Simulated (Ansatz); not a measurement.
Calculation for YN: DFT, PBE, all-electron PAW with datasets made for the crystal, scalar-relativistic (Ansatz 0.2.0). This run: the series' base cell.

The base volume is that of a database entry, with shape and atoms relaxed on PAW files at held volume, so it needn't be at zero pressure; the structure needn't be the stable phase, at rest or compressed.

Command: `ansatz run input.yaml --threads 1 --pin off --max-ram 2048MiB --backend cpu --events-out ev --progress --plain --runs-dir out` It took 7.3 s on 1 thread of Arm Neoverse V1, on a shared host, peak memory 0.41 GiB.

```yaml
crystal:
  lattice:
    - [0.0, 2.4483614544, 2.4483614544]
    - [2.4483614544, 0.0, 2.4483614544]
    - [2.4483614544, 2.4483614544, 0.0]
  atoms:
    - { symbol: "Y", position: [0.0, 0.0, 0.0] }
    - { symbol: "N", position: [0.5, 0.5, 0.5] }
kpoints:
  mp_grid: { grid: [13, 13, 13] }
scf:
  occupations: { method: fermi_dirac, width: 0.05 }
hamiltonian:
  xc: pbe
  pseudopotentials: { kind: all_electron, datasets: crystal }
output:
  forces: true
  stress: true
  eigenvalues: true
  efg: { contact_densities: true }
```

Output:

```
hamiltonian.pseudopotentials.datasets: crystal makes datasets for this crystal and solves the spheres of its atoms anew in each pass: cutoff 280.0 eV, the density's 1120.0 eV; for an error of 0.50 meV an atom under PBE, 1.0 meV for the cell; an energy difference from a run of another recipe may be off by several times the error for the cell, under r2SCAN by more, where some 0.1 meV an atom stays at smaller errors; N in spheres of 1.122 Å, 5 of its electrons in bands; Y in spheres of 1.323 Å, 11 of its electrons in bands
Y: output.efg is read without spin–orbit coupling, which moves field gradients at and beside such atoms by some per cent and up to a factor of two; PAW files take it under magnetization.noncollinear and magnetization.spin_orbit
Engine: ansatz 0.2.0
Pseudopotentials: kind: all_electron
Pseudopotential: Y, paw, valence charge 11, recommended cutoff 280 eV (normal), crystal/all_electron/pbe/scalar/gaussian/Y, Koelling and Harmon's equation, gaussian nucleus
Pseudopotential: N, paw, valence charge 5, recommended cutoff 280 eV (normal), crystal/all_electron/pbe/scalar/gaussian/N, Koelling and Harmon's equation, gaussian nucleus
Functional definition: PBE
  parameter kappa = 0.804
  parameter beta = 0.06672455060314922
  exchange = pbe_x(kappa = kappa, mu = beta*pi^2/3)
  correlation = pbe_c(beta = beta)
Crystal: 2 atoms, lattice volume = 29.353 Å³
Basis set: ecut = 280 eV, 331 PW (Γ), exchange–correlation on 40×40×40 points (8 copies of the dense FFT grid, shifted against one another)
Bands: 12, of which v1, the nominal top of the filled ones, is band 8 counted from 1 (7 counted from 0)
Symmetry: 48 space group operations
Space group: Fm-3m (ITA 225), of the structure as read, at distance tolerance 3.1e-5 Å
k-points: 84 of 2197
Non-local potential: Y, projectors of the file, l = 0: 2, l = 1: 2, l = 2: 1
Non-local potential: N, projectors of the file, l = 0: 1, l = 1: 2
PAW form: soft (Blöchl's): semilocal exchange-correlation on the pseudo side does not see the compensation charge
PAW one-centre angular grid: Y, 590 points (default); XC on its mesh's 1879 points in the sphere
PAW one-centre angular grid: N, 110 points (default); XC on its mesh's 1995 points in the sphere
Initial density: superposition of atomic densities (neutral atoms: chi_scale 0, normalization atom)
Initial wavefunctions: pseudopotential atomic-orbital guess
Functional: x = pbe(κ = 0.804, μ = 0.2195149727645171), c = pbe(β = 0.06672455060314922)
iter 1 solved again at ethr=6.79e-2 eV; its pass at ethr=1.00e-1 eV (dr2=1.09e1 eV) is discarded
SCF iter   1: F=—  HF=-93615.124764 eV  |F-HF|=—  |Δ(HF+E_count)|=         —  Δρ=1.63e-1  dr2=1.06e1  ethr=6.79e-2  ⟨swp⟩=2.0  Hψ=5038  notcnv=0
preconditioner: auto → none  [insulator: Δε(μ)=3.012 eV  Ē_g=17.689 eV  σ=0.050 eV  W_gap=1.00  n_scr=8 (ndim 8)  ℏωp=25.6 eV  f_vac=0.000  D(μ)=0.00/eV (n_scr^D=0)  ε∞_Penn≈3.1]
SCF iter   2: F=—  HF=-93614.914701 eV  |F-HF|=—  |Δ(HF+E_count)|=   2.10e-1  Δρ=1.81e-1  dr2=1.04e1  ethr=6.60e-2  ⟨swp⟩=4.2  Hψ=2945  notcnv=0  defer=1
iter 3 solved again at ethr=1.22e-3 eV; its pass at ethr=6.50e-2 eV (dr2=1.95e-1 eV) is discarded
SCF iter   3: F=—  HF=-93612.867619 eV  |F-HF|=—  |Δ(HF+E_count)|=    2.05e0  Δρ=2.25e-2  dr2=1.98e-1  ethr=1.22e-3  ⟨swp⟩=3.2  Hψ=4636  notcnv=0  defer=2
SCF iter   4: F=—  HF=-93612.909578 eV  |F-HF|=—  |Δ(HF+E_count)|=   4.20e-2  Δρ=2.03e-2  dr2=2.12e-1  ethr=1.22e-3  ⟨swp⟩=4.0  Hψ=2877  notcnv=0  defer=1
SCF iter   5: F=—  HF=-93612.870409 eV  |F-HF|=—  |Δ(HF+E_count)|=   3.92e-2  Δρ=9.47e-3  dr2=4.69e-2  ethr=1.22e-3  ⟨swp⟩=2.5  Hψ=2547  notcnv=0
SCF iter   6: F=—  HF=-93612.861150 eV  |F-HF|=—  |Δ(HF+E_count)|=   9.26e-3  Δρ=2.70e-3  dr2=3.67e-3  ethr=2.93e-4  ⟨swp⟩=3.3  Hψ=2293  notcnv=0
SCF iter   7: F=—  HF=-93612.861077 eV  |F-HF|=—  |Δ(HF+E_count)|=   7.36e-5  Δρ=7.69e-4  dr2=2.93e-4  ethr=2.30e-5  ⟨swp⟩=2.7  Hψ=1769  notcnv=0
SCF iter   8: F=—  HF=-93612.861020 eV  |F-HF|=—  |Δ(HF+E_count)|=   5.67e-5  Δρ=1.07e-4  dr2=4.97e-6  ethr=1.83e-6  ⟨swp⟩=3.2  Hψ=2368  notcnv=0
SCF iter   9: F=-93612.860991 eV  HF=-93612.860991 eV  |F-HF|=1.47e-8  |Δ(HF+E_count)|=   2.90e-5  Δρ=9.93e-6  dr2=2.46e-8  ethr=3.10e-8  ⟨swp⟩=3.2  Hψ=1943  notcnv=0
1 of the run's printed levels, from -27.10 eV on, may lie off, as they stand: their residual norms reach 0.0010 eV (residual_norms_ev in the JSON report holds each one's)
SCF 1 converged in 9 iterations: F = -93612.860991 eV  dr2 = 2.46e-8
  Residual-converged pass: ⟨swp⟩=4.7  Hψ=2995  notcnv=0  max |occ|·‖R‖ = 5.2e-6 eV (tolerance 5.3e-6 eV)  dr2=2.17e-8  dr2_onsite=1.31e-8  max |Δocc| = 2.9e-9
  greatest PAW one-centre occupation: 0.989 electrons in one spin orbital (limit 2), on the Y atom at site 0 (counted from 0), in its partial waves of l = 0
SCF converged after 9 iterations
Free energy (F): -93612.860991 eV
Harris-Foulkes:  -93612.860991 eV  (|F-HF|=1.47e-8)
Internal energy: -93612.860822 eV  (E = F + TS)
E sigma→0 (E₀):  -93612.860906 eV
Entropy (-TS):   -0.000168 eV (-0.084 meV/atom)
Past the cutoff: the bands carry plane waves up to 1.75 times it, of which those up to 1.5 times it add -0.000182 eV an atom, each by itself; the spheres take 0.000106 eV an atom off the energy for waves past 1.75 times it
By the cutoff:   a pressure is off by up to 0.005 GPa (1.2 times the spheres' own share and the shells' term, over an atom's volume, and 0.004 GPa: a bound that held against runs at twice the plane waves)
Past the cutoffs: a stress includes 0.0014 GPa for waves and charges beyond them, in addition to the slope of what the spheres take
In the spheres:  the bands' charges fall short by 9.7e-8 e at most (sound up to 1e-3)
Fermi energy:    13.680262 eV
--- Per-component energies (eV) ---
  E_band       = -24.383354
  E_kinetic    = 290.459528
  E_local      = -371.252527  (includes V_loc(G=0)·N_el)
  E_nonlocal   = 12.386983
  E_hartree    = 203.335232
  E_xc         = -141.757478
  E_vxc        = -184.333188  (∫ρ·V_xc dr)
  E_paw        = -93997.846195  (= ΣΔE_a)
  E_vpaw       = -1730.602616  (= ΣTr[D̂ρ^β])
  E_ewald      = -1160.477253
  E_smearing   = -0.000168  (= −TS)
  E_closure    = 1552.290888  (closes the sum)
  Σ components = -93612.860991   (vs F -93612.860991, Δ=0.00e0)
  The terms above E_closure are by the made datasets' own strengths, without shells solved beside the bands.
--- Forces (eV/Å), atoms counted from 1 ---
  atom   1  Y     -0.00000000    -0.00000000    -0.00000000
  atom   2  N      0.00000000    -0.00000000    -0.00000000
  max |Σ_I F_I| component: 7.30e-30 eV/Å
--- Stress (GPa, compression-positive) ---
        0.925455       0.000000       0.000000
        0.000000       0.925455       0.000000
       -0.000000       0.000000       0.925455
  P = ⅓ Tr σ = 0.9255 GPa (9.255 kbar)
--- PAW observables at the nuclei: V_zz in 10²¹ V/m², potentials from the cell's mean, atoms counted from 1 ---
  atom   1  Y  V_zz =    -0.000000   η = 0.0000   by run symmetry: forbidden
            electrostatic potential = -5719.265642 V   contact ρ = 443960.829312 e/Å³
  atom   2  N  V_zz =    +0.000000   η = 0.0000   by run symmetry: forbidden
            electrostatic potential = -520.678068 V   contact ρ = 1415.810619 e/Å³
--- Band table (eV; the first three rows and the last of 84) ---
  k-point 0: bands = ["-27.2405", "-6.8984", "-6.8984", "-6.8984", "0.6990", "13.5741", "13.5741", "13.5741", "16.7124", "16.7124"]
  k-point 1: bands = ["-27.2339", "-6.9718", "-6.9033", "-6.9033", "0.8011", "13.1830", "13.3645", "13.3645", "16.7622", "16.8596"]
  k-point 2: bands = ["-27.2155", "-7.1670", "-6.9166", "-6.9166", "1.0789", "12.3267", "12.8806", "12.8806", "16.8769", "17.2628"]
  k-point 83: bands = ["-27.0868", "-7.5393", "-7.4452", "-7.2717", "1.6105", "11.3843", "11.9961", "12.0572", "17.2068", "17.9924"]
```

Next run (volume at 0.45 of the series' base cell), as changes to the input before:

```diff
   lattice:
-    - [0.0, 2.4483614544, 2.4483614544]
-    - [2.4483614544, 0.0, 2.4483614544]
-    - [2.4483614544, 2.4483614544, 0.0]
+    - [0.0, 1.8762024764, 1.8762024764]
+    - [1.8762024764, 0.0, 1.8762024764]
+    - [1.8762024764, 1.8762024764, 0.0]
   atoms:
```

Results part of the output:

```
SCF 1 converged in 8 iterations: F = -93596.754050 eV  dr2 = 1.52e-9
  Residual-converged pass: ⟨swp⟩=3.2  Hψ=2219  notcnv=0  max |occ|·‖R‖ = 5.3e-6 eV (tolerance 5.3e-6 eV)  dr2=1.66e-9  dr2_onsite=1.90e-9  max |Δocc| = 1.6e-10
  greatest PAW one-centre occupation: 0.916 electrons in one spin orbital (limit 2), on the Y atom at site 0 (counted from 0), in its partial waves of l = 0
SCF converged after 8 iterations
Free energy (F): -93596.754050 eV
Harris-Foulkes:  -93596.754050 eV  (|F-HF|=1.31e-9)
Internal energy: -93596.748028 eV  (E = F + TS)
E sigma→0 (E₀):  -93596.751039 eV
Entropy (-TS):   -0.006022 eV (-3.011 meV/atom)
Past the cutoff: the bands carry plane waves up to 1.75 times it, of which those up to 1.5 times it add -0.000138 eV an atom, each by itself; the spheres take 0.000066 eV an atom off the energy for waves past 1.75 times it
By the cutoff:   a pressure is off by up to 0.006 GPa (1.2 times the spheres' own share and the shells' term, over an atom's volume, and 0.004 GPa: a bound that held against runs at twice the plane waves)
Past the cutoffs: a stress includes 0.0023 GPa for waves and charges beyond them, in addition to the slope of what the spheres take
In the spheres:  the bands' charges fall short by 1.7e-6 e at most (sound up to 1e-3), those of shells solved beside the bands by 3.5e-9 e (sound up to 5e-4)
Fermi energy:    33.681485 eV
--- Per-component energies (eV) ---
  E_band       = 273.091771
  E_kinetic    = 573.071017
  E_local      = -2591.085663  (includes V_loc(G=0)·N_el)
  E_nonlocal   = -69.893926
  E_hartree    = 1221.678258
  E_xc         = -265.934849
  E_vxc        = -342.521668  (∫ρ·V_xc dr)
  E_paw        = -99074.361973  (= ΣΔE_a)
  E_vpaw       = -10888.139697  (= ΣTr[D̂ρ^β])
  E_ewald      = -4538.525633
  E_smearing   = -0.006022  (= −TS)
  E_closure    = 11148.304740  (closes the sum)
  Σ components = -93596.754050   (vs F -93596.754050, Δ=0.00e0)
  The terms above E_closure are by the made datasets' own strengths, without shells solved beside the bands.
--- Forces (eV/Å), atoms counted from 1 ---
  atom   1  Y     -0.00000000    -0.00000000     0.00000000
  atom   2  N      0.00000000    -0.00000000    -0.00000000
  max |Σ_I F_I| component: 5.26e-30 eV/Å
--- Stress (GPa, compression-positive) ---
      588.957394       0.000000       0.000000
       -0.000000     588.957394       0.000000
        0.000000      -0.000000     588.957394
  P = ⅓ Tr σ = 588.9574 GPa (5889.574 kbar)
  It holds what live shells' own plane waves past their cutoff add
--- PAW observables at the nuclei: V_zz in 10²¹ V/m², potentials from the cell's mean, atoms counted from 1 ---
  atom   1  Y  V_zz =    +0.000000   η = 0.0000   by run symmetry: forbidden
            electrostatic potential = -5742.999482 V   contact ρ = 443991.479147 e/Å³
  atom   2  N  V_zz =    +0.000000   η = 0.0000   by run symmetry: forbidden
            electrostatic potential = -541.175480 V   contact ρ = 1422.210120 e/Å³
--- Band table (eV; the first three rows and the last of 84) ---
  k-point 0: bands = ["-9.1944", "14.8997", "14.8997", "14.8997", "19.5408", "31.7212", "31.7212", "31.7212", "35.0608", "35.0608"]
  k-point 1: bands = ["-9.0866", "13.9270", "14.8770", "14.8770", "20.3305", "31.0545", "31.0545", "31.2406", "35.1754", "35.3980"]
  k-point 2: bands = ["-8.7740", "11.9972", "14.8178", "14.8178", "21.7194", "29.6659", "29.6659", "30.1438", "35.5784", "36.3243"]
  k-point 83: bands = ["-5.9445", "8.7256", "9.7001", "10.2962", "20.6031", "27.3003", "33.0696", "33.6763", "36.6043", "38.0732"]
```
